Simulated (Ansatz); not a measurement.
# VSi2P4 monolayer in a perpendicular field, part 2 of 3

What dipole does a perpendicular field induce in the VSi2P4 monolayer? A positive field points along +c.

Ansatz 0.2.0; plane-wave DFT, PBE-D3(BJ), Ansatz PAW (set soft_1); PAW set soft_1.

So far. Step 2 (Relaxation): The lattice constant a goes from 3.480 to 3.431 Å.

**3. Single point, field 0**

A sawtooth potential applies the field, turning back in the middle of the vacuum. With the dipole correction the typed value is the field outside the slab. The induced dipole is small, so the SCF threshold is tight.

The cell differs from the one that the last finished run ended in (c 47.432 → 27.284 Å).

input.yaml

```yaml
crystal:
  lattice:
    - [3.4305563912, 0.0, 0.0]
    - [-1.7152781956, 2.9709489839, 0.0]
    - [0.0, 0.0, 27.28423994]
  atoms:
    - { symbol: P, position: [0.0, 0.0, 0.3298607555] }
    - { symbol: Si, position: [0.3333333333, 0.6666666667, 0.3679600967], spin: 0.01 }
    - { symbol: P, position: [0.3333333333, 0.6666666667, 0.4501744615], spin: -0.03 }
    - { symbol: V, position: [0.0, 0.0, 0.5], spin: 0.65 }
    - { symbol: P, position: [0.3333333333, 0.6666666667, 0.5498255385], spin: -0.03 }
    - { symbol: Si, position: [0.3333333333, 0.6666666667, 0.6320399033], spin: 0.01 }
    - { symbol: P, position: [0.0, 0.0, 0.6701392445] }
magnetization:
  spin_polarized: true
kpoints:
  mp_grid: { grid: [18, 18, 1] }
  band_path:
    path: [[0, 0, 0], [0.5, 0, 0], [0.33333333, 0.33333333, 0], [0, 0, 0]]
    npoints: 16
hamiltonian:
  xc: pbe
  dispersion: d3bj
  pseudopotentials: { kind: paw, azcp: { folder: soft_1 } }
scf:
  occupations: { method: fermi_dirac, width: 0.02585 }
  convergence: { dr2_threshold: 1.0e-10 }
efield:
  axis: 3
  dipole_correction: true
  ramp_position: 0.97
  ramp_width: 0.06
  amplitude: 0
output:
  dos: { projected: true, e_range: [-6, 5] }
  write_potential: true
  write_density: true
  volumetric_format: npy
  elf: true
```

Command:

```console
> ansatz run input.yaml --threads 2 --pin off --max-ram 3072MiB --backend cpu --events-out ev --progress --plain --runs-dir out
```

Numbers of over 12 decimals in the logs are rounded to 6 here.

The program printed:

```text
[...]
Crystal: 7 atoms, lattice volume = 278.081 Å³
Basis set: ecut = 420 eV, 5407 PW (Γ)
Bands: 28, of which v1, the nominal top of the filled ones, is band 21 counted from 1 (20 counted from 0)
Symmetry: 6 space group operations
k-points: 37 of 324 (time reversal used)
[...]
Starting moments: Σ|m| = 0.73 μB on 5 of 7 sites
[...]
SCF iter   1: F=—  HF=-7204.940684 eV  |F-HF|=—  |Δ(HF+E_count)|=         —  Δρ=1.88e-2 (↑1.88e-2 ↓1.68e-2)  dr2=3.89e0  dr2_m=1.45e-1  M=0.151 μB ∫|m|=0.218 μB  β_m=0.40  ethr=3.10e-3  p=0.000 e·Å  D=1.08e-14 V/Å  ΔV_dip=-0.00 eV  dr2_dipole=2.99e-7  V_vac-E_F(+/−)=6.40/6.40 eV  ⟨swp⟩=11.9  Hψ=15270  notcnv=0
[...]
efield: sawtooth ramp at fractional position 0.9700 (set: `efield.ramp_position`, or a place that a band, a saddle search or an elastic batch's reference lends), width 0.0600; the density the first Hamiltonian is built on has a dipole p = 0.000 e·Å; the dipole correction subtracts the counter field D = 1.08e-14 V/Å, which shifts the + side's vacuum level by -0.00 eV against the − side's; the planar-averaged density in the ramp window peaks in size at 5.3e-6 e/Å³
[...]
SCF iter   2: F=—  HF=-7207.778069 eV  |F-HF|=—  |Δ(HF+E_count)|=    2.84e0  Δρ=1.16e-2 (↑1.16e-2 ↓1.07e-2)  dr2=1.24e0  dr2_m=5.35e-2  M=0.158 μB ∫|m|=0.215 μB  β_m=0.50  ethr=3.10e-3  p=-0.000 e·Å  D=-8.25e-6 V/Å  ΔV_dip=0.00 eV  dr2_dipole=2.66e-8  V_vac-E_F(+/−)=5.85/5.85 eV  ⟨swp⟩=3.3  Hψ=4128  notcnv=0  defer=135
density mixer auto → msr1: a metal under ldos (density of states about μ 0.73 of a free-electron gas's, 16 screened modes)
SCF iter   3: F=—  HF=-7210.901780 eV  |F-HF|=—  |Δ(HF+E_count)|=    3.12e0  Δρ=2.57e-3 (↑2.32e-3 ↓2.57e-3)  dr2=4.32e-2  dr2_m=6.67e-4  M=0.233 μB ∫|m|=0.273 μB  β_m=0.62  ethr=3.02e-3  p=0.000 e·Å  D=4.32e-5 V/Å  ΔV_dip=-0.00 eV  dr2_dipole=3.31e-7  V_vac-E_F(+/−)=5.43/5.43 eV  ⟨swp⟩=2.9  Hψ=3473  notcnv=0  defer=135
[...]
SCF iter  16: F=-7211.147232 eV  HF=-7211.147232 eV  |F-HF|=1.36e-11  |Δ(HF+E_count)|=  5.73e-11  Δρ=2.66e-8 (↑1.83e-8 ↓2.66e-8)  dr2=8.84e-12  dr2_m=6.67e-13  M=0.838 μB ∫|m|=1.005 μB  ethr=1.00e-12  p=-0.000 e·Å  D=-2.58e-8 V/Å  ΔV_dip=0.00 eV  dr2_dipole=1.61e-14  V_vac-E_F(+/−)=5.45/5.45 eV  ⟨swp⟩=11.7  Hψ=9513  notcnv=0
SCF 1 converged in 16 iterations: F = -7211.147232 eV  dr2 = 8.84e-12
[...]
NSCF: frozen V_eff on 49 k-points
efield: sawtooth ramp at fractional position 0.9700 (kept from the solve that this one continues, or follows in the run), width 0.0600; the density the first Hamiltonian is built on has a dipole p = -0.000 e·Å; the dipole correction subtracts the counter field D = -2.58e-8 V/Å, which shifts the + side's vacuum level by +0.00 eV against the − side's; the planar-averaged density in the ramp window peaks in size at 5.4e-6 e/Å³
SCF converged after 16 iterations
Magnetization: 0.8377 μB (20.9189 up, 20.0811 down)
Absolute magnetization: 1.0059 μB (∫|ρ↑−ρ↓|, with the PAW one-centre terms)
[...]
Per-site moments (μB) at R_I (Å): [(0.00208728, 0.922700), (0.00768367, 0.922700), (-0.026213, 0.925302), (0.665563, 0.990946), (-0.026213, 0.925302), (0.00768366, 0.922700), (0.00208728, 0.922700)]
Free energy (F): -7211.147232 eV
[...]
Internal energy: -7211.143504 eV  (E = F + TS)
E sigma→0 (E₀):  -7211.145368 eV
Entropy (-TS):   -0.003728 eV (-0.533 meV/atom)
Fermi energy:    0.557767 eV
Dipole field:    D = 0.000000 V/Å  (p = 0.000000 e·Å, saw-weighted, corrected)
Work function:   Φ+ = 5.4471 eV   Φ− = 5.4471 eV
Levels:          The Fermi level and band energies are counted from a zero that moves with the ramp; work functions are not
[...]
--- Band table (eV; the first three rows and the last of 74) ---
  k-point 0 ↑: bands = [... 17 lower, -0.1051, 0.1097, 0.1097, 0.5775, 3.3397, 3.3397, 3.5053, 3.5053, ... 3 higher]
  k-point 1 ↑: bands = [... 17 lower, -0.1984, 0.0515, 0.0563, 0.5871, 3.2151, 3.3520, 3.4067, 3.5010, ... 3 higher]
  k-point 2 ↑: bands = [... 17 lower, -0.4338, -0.0946, -0.0221, 0.5533, 2.9380, 2.9934, 3.4144, 3.5612, ... 3 higher]
  k-point 36 ↓: bands = [... 17 lower, -1.9688, -0.8616, -0.2167, 1.2956, 2.1398, 2.2630, 2.4374, 2.9809, ... 3 higher]
```

The job ended after 77 s (2 threads of Arm Neoverse V1, shared host; peak memory 0.91 GiB).

In the SCF lines HF is the Harris–Foulkes energy and dr2 the Hartree energy of the density residual, in eV; the loop may stop once dr2 is under the threshold and the program's other checks hold. Hψ counts applications of the Hamiltonian.

This step gave:

```yaml
energy_at_zero_smearing: -7211.1454 eV
total_moment: 0.8377 μB
site_moments: 0.002087, 0.007684, -0.02621, 0.6656, -0.02621, 0.007684, 0.002087 μB
work_function_upper_face: 5.447 eV
dipole_along_the_normal: 1.83e-7 e·Å
```

Running mean over a fixed 2.7 Å (it still follows the layers) of the planar mean; the ramp of the sawtooth is left out. Electron's electrostatic potential energy less the Fermi level against z:

z (Å), electron's electrostatic potential energy less the Fermi level (eV) and a bar from the least value:
```
      3.5       5.45 ##############################
      4.0       5.45 ##############################
      4.5       5.45 ##############################
      5.0       5.44 ##############################
      5.5       5.44 ##############################
      6.0       5.40 ##############################
      6.5       5.24 ##############################
      7.0       4.57 ############################
      7.5       2.55 ########################
      8.0      -0.33 #################
      8.5      -3.27 ###########
      9.0      -5.62 #####
      9.5      -6.95 ##
     10.0      -6.31 ####
     10.5      -4.90 #######
     11.0      -4.18 #########
     11.5      -3.94 #########
     12.0      -4.26 ########
     12.5      -6.00 ####
     13.0      -7.61 #
     13.5      -8.01 
     14.0      -7.93 
     14.5      -7.07 ##
     15.0      -5.14 ######
     15.5      -3.96 #########
     16.0      -4.01 #########
     16.5      -4.43 ########
     17.0      -5.45 ######
     17.5      -6.81 ###
     18.0      -6.60 ###
     18.5      -4.66 #######
     19.0      -2.06 #############
     19.5       0.96 ####################
     20.0       3.59 ##########################
     20.5       4.98 #############################
     21.0       5.34 ##############################
     21.5       5.42 ##############################
     22.0       5.44 ##############################
     22.5       5.45 ##############################
     23.0       5.45 ##############################
     23.5       5.45 ##############################
     24.0       5.45 ##############################
```

The density of states has structure finer than the step of the table below, so its rows give means over 0.25 eV, whole bins alone (the curve runs from -6 to 1.99 eV). Peaks (eV: height): total -4.920: 8.30, -3.900: 7.67, -2.470: 7.28, -1.480: 9.62, -1.340: 8.58, -1.200: 11.3, 1.580: 7.40; up -4.920: 5.07, -3.900: 4.42, -2.500: 3.94, -1.510: 4.36, -1.340: 6.13, -1.200: 6.13, 1.330: 4.76; down -4.870: 4.77, -3.850: 4.32, -2.470: 4.43, -2.200: 3.89, -1.480: 5.58, -1.120: 6.55, 1.580: 6.12.

The density of states by energy, zero at the Fermi level; means over each step; values in states/eV a cell:

```
energy (eV)  total       up   down
      -5.75  0.347    0.174  0.173
      -5.50  0.355    0.179  0.176
      -5.25   1.05    0.556  0.491
      -5.00   4.98     2.77   2.21
      -4.75   3.62     1.66   1.97
      -4.50   3.03     1.45   1.58
      -4.25   1.87    0.950  0.920
      -4.00   4.41     2.51   1.90
      -3.75   3.37     1.44   1.94
      -3.50   3.11     1.78   1.33
      -3.25   3.42     1.49   1.93
      -3.00   3.21     1.81   1.40
      -2.75   4.97     2.45   2.52
      -2.50   5.81     2.90   2.90
      -2.25   4.78     2.44   2.34
      -2.00   5.86     3.02   2.83
      -1.75   4.15     2.03   2.12
      -1.50   6.45     3.67   2.78
      -1.25   8.18     4.21   3.97
      -1.00   6.43     2.75   3.68
      -0.75   2.82     1.26   1.56
      -0.50   2.74     2.10  0.640
      -0.25   1.48     1.26  0.220
       0.00   1.42    0.744  0.679
       0.25   1.61  0.00300   1.60
       0.50   1.15   0.0430   1.11
       0.75   1.17    0.449  0.719
       1.00  0.764    0.764      0
       1.25   2.59     2.59      0
       1.50   2.51     1.59  0.922
       1.75   4.00     1.77   2.23
```

Projected DOS per atom over height of the atomic layer and energy from the Fermi level. Layers: P Si P V P Si P from below.

Ten even steps from '0' (0.01 states/eV) to '9' (2.10 states/eV), each cell a mean:
```
1119111
0007000
0004000
0003000
0005000
0004000
0007000
1024201
5168615
4157514
4134314
4132314
4242424
3222223
2122212
2111112
2232322
1121211
2231322
2220222
0000000
0000000
```
Columns: height of the atomic layer (Å) from 9 to 18.3 (not evenly spaced); rows upwards: energy from the Fermi level (eV) from -5.96 to 1.96.

Projected DOS per atom, spin up over height of the atomic layer and energy from the Fermi level. Layers: P Si P V P Si P from below.

Values in states/eV, 22 rows by 7 columns, each cell a mean:
```
0.18 0.19 0.16 0.57 0.16 0.19 0.18
0.09 0.08 0.18 1.30 0.18 0.08 0.09
0.02 0.02 0.06 0.99 0.06 0.02 0.02
0.00 0.00 0.01 0.37 0.01 0.00 0.00
0.00 0.00 0.00 0.00 0.00 0.00 0.00
0.03 0.01 0.02 0.55 0.02 0.01 0.03
0.05 0.03 0.09 1.33 0.09 0.03 0.05
0.16 0.05 0.23 0.57 0.23 0.05 0.16
0.57 0.11 0.52 0.78 0.52 0.11 0.57
0.56 0.13 0.64 0.99 0.64 0.13 0.56
0.40 0.15 0.34 0.52 0.34 0.15 0.40
0.53 0.19 0.38 0.36 0.38 0.19 0.53
0.48 0.29 0.47 0.32 0.47 0.29 0.48
0.35 0.23 0.27 0.30 0.27 0.23 0.35
0.28 0.20 0.26 0.24 0.26 0.20 0.28
0.21 0.16 0.19 0.16 0.19 0.16 0.21
0.28 0.23 0.43 0.28 0.43 0.23 0.28
0.14 0.14 0.22 0.11 0.22 0.14 0.14
0.26 0.24 0.37 0.14 0.37 0.24 0.26
0.26 0.29 0.30 0.11 0.30 0.29 0.26
0.06 0.05 0.01 0.00 0.01 0.05 0.06
0.04 0.04 0.01 0.00 0.01 0.04 0.04
```
Columns: height of the atomic layer (Å) from 9 to 18.3 (not evenly spaced); rows upwards: energy from the Fermi level (eV) from -5.96 to 1.96.

Projected DOS per atom, spin down over height of the atomic layer and energy from the Fermi level. Layers: P Si P V P Si P from below.

Ten even steps from '0' (0.00 states/eV) to '9' (1.52 states/eV), each cell a mean:
```
1109011
0002000
0000000
0003000
0007000
0003000
0001000
1022201
4056504
2033302
3122213
3121213
3131313
2111112
1111111
1110111
1121211
0110110
1120211
1110111
0000000
0000000
```
Columns: height of the atomic layer (Å) from 9 to 18.3 (not evenly spaced); rows upwards: energy from the Fermi level (eV) from -5.96 to 1.96.

Deep bands are left out, so band numbers here count from the lowest band kept and differ from the log's. The electronic bands at the labelled points (eV, zero at the Fermi level; # counts the bands kept):

```
  point  up #11  up #12  up #13  up #14  down #9  down #11  down #12  down #13
      Γ   -0.45   -0.45    0.02    2.78    -0.64     -0.26     -0.26      0.74
halfway   -1.15   -1.02   -0.38    1.66    -1.65     -0.97     -0.95      0.36
      M   -1.53   -0.80   -0.67    1.22    -1.81     -1.47     -0.54     -0.17
halfway   -1.54   -1.07   -0.22    0.87    -2.06     -1.47     -1.01      0.37
      K   -1.45   -0.81    0.13    0.56    -2.66     -1.42     -0.77      0.74
halfway   -1.32   -1.01   -0.42    1.61    -1.85     -1.20     -0.93      0.32
      Γ   -0.45   -0.45    0.02    2.78    -0.64     -0.26     -0.26      0.74
```

Spin density in the ca plane at fractional y = 0.667, with atoms of Si and P within 0.2 Å of it.

Ten even steps from '0' (-0.010 e/Å³) to '9' (0.053 e/Å³), each cell a mean:
```
11111111111111111111122695221111111111111111
11111111111111111111223696222111111111111111
11111111111111111111112574211111111111111111
11111111111111111110001343100011111111111111
11111111111111122210000121000112221111111111
11111111111111123322100010011223321111111111
11111111111111122221000111000123221111111111
11111111111111122210000232000012211111111111
11111111111111111111112464111111111111111111
```
Columns run along c (16.0 Å, from fractional 0.18 to 0.77 of the cell), rows up along a (3.4 Å). Atoms in or near the plane, at fractional coordinates: Si at (0.37, 0.33), P at (0.45, 0.33), P at (0.55, 0.33), Si at (0.63, 0.33).

ELF in the ca plane at fractional y = 0.667, with atoms of Si and P within 0.2 Å of it. It is the smooth field of the valence electrons, not physical close to the nuclei.

Ten even steps from '0' (0.00) to '9' (0.92), each cell a mean:
```
00000024677777631113442101244211146777776420
00000025787766531001221000122100135667887520
00000013567778752235664101476422357877765310
00000001235688765667898425898766567886432100
00000000012465447986367536753699744564210000
00000000001232448994005535400599844232100000
00000000001343348994026536620599743343100000
00000000123577656787788535887787656775311000
00000002456788754456886313788643468887653200
```
Columns run along c (16.0 Å, from fractional 0.18 to 0.77 of the cell), rows up along a (3.4 Å). Atoms in or near the plane, at fractional coordinates: Si at (0.37, 0.33), P at (0.45, 0.33), P at (0.55, 0.33), Si at (0.63, 0.33).

Electrostatic potential energy in the ca plane at fractional y = 0.667, with atoms of Si and P within 0.2 Å of it. With pseudopotentials it is smooth inside the atoms' cores, unlike the true potential.

Values in eV, 5 rows by 16 columns, each cell a mean:
```
  6   6   6   1  -4   2   4   3  -4  -2   4   4   1  -4   3   6
  6   6   6   3  -3  -3   2  -1  -2  -2  -1   2  -3  -2   4   6
  6   6   6   4 -13 -27 -10 -36  -8 -16 -33 -11 -28  -6   5   6
  6   6   6   4 -17 -25 -15 -44 -12 -22 -41 -15 -25  -9   5   6
  6   6   6   3  -4 -13  -1 -12  -3  -5 -11  -2 -13  -2   4   6
```
Columns run along c (16.0 Å, from fractional 0.18 to 0.77 of the cell; values clipped at the 3rd and 97th percentile), rows up along a (3.4 Å). Atoms in or near the plane, at fractional coordinates: Si at (0.37, 0.33), P at (0.45, 0.33), P at (0.55, 0.33), Si at (0.63, 0.33).

The work function of the upper face is 5.45 eV.

**4. Atoms held, field 0.1 V/Å**

Edit input.yaml of step 3 so:

```diff
@@ -30,7 +30,6 @@
   dipole_correction: true
-  ramp_position: 0.97
-  ramp_width: 0.06
-  amplitude: 0
+  ramp_position: 0.9549
+  ramp_width: 0.0902
+  amplitude: 0.1
 output:
-  dos: { projected: true, e_range: [-6, 5] }
   write_potential: true
@@ -38,2 +37 @@
   volumetric_format: npy
-  elf: true
```

The program printed:

```text
[...]
Crystal: 7 atoms, lattice volume = 278.081 Å³
Basis set: ecut = 420 eV, 5407 PW (Γ)
Bands: 28, of which v1, the nominal top of the filled ones, is band 21 counted from 1 (20 counted from 0)
Symmetry: 6 space group operations
k-points: 37 of 324 (time reversal used)
[...]
Starting moments: Σ|m| = 0.73 μB on 5 of 7 sites
[...]
k-point 1 ↑: bands = [... 17 lower, -0.1978, 0.0519, 0.0561, 0.5870, 3.2139, 3.3523, 3.4056, 3.5014, ... 3 higher]
  k-point 2 ↑: bands = [... 17 lower, -0.4325, -0.0946, -0.0225, 0.5532, 2.9352, 2.9952, 3.4138, 3.5612, ... 3 higher]
  k-point 36 ↓: bands = [... 17 lower, -1.9691, -0.8625, -0.2163, 1.2952, 2.1393, 2.2623, 2.4369, 2.9807, ... 3 higher]
[key lines of the parts left out:]
SCF converged after 16 iterations
Magnetization: 0.8375 μB (20.9187 up, 20.0813 down)
Free energy (F): -7211.150404 eV
Fermi energy:    0.557516 eV
Dipole field:    D = 0.041281 V/Å  (p = 0.063439 e·Å, saw-weighted, corrected)
```

Wall time 75 s (2 threads); peak memory 0.91 GiB.

The dipole is 0.0634 e·Å.

(Part 2 of 3 ends here.)

[Logs are printed without paths, hosts, clocks, repeated set-up lines and the standing remarks that a program may print on its own settings, such as how far it seeks lower states.]

[Hosts, paths, dates, database ids (printed as entryN), source tags and the programs' standing remarks are cut or masked in the printed files.]

[Maps of the electrostatic potential energy from Ansatz leave out the sawtooth potential of an applied field or a dipole correction, so their vacuum need not be flat; planar profiles and work functions include it.]

[The density of states shown here was stored with 400 of the rows of the run's finer table, so its peaks can read low, often by over a quarter, or be missed, and its means over a window can be off by a tenth or more.]
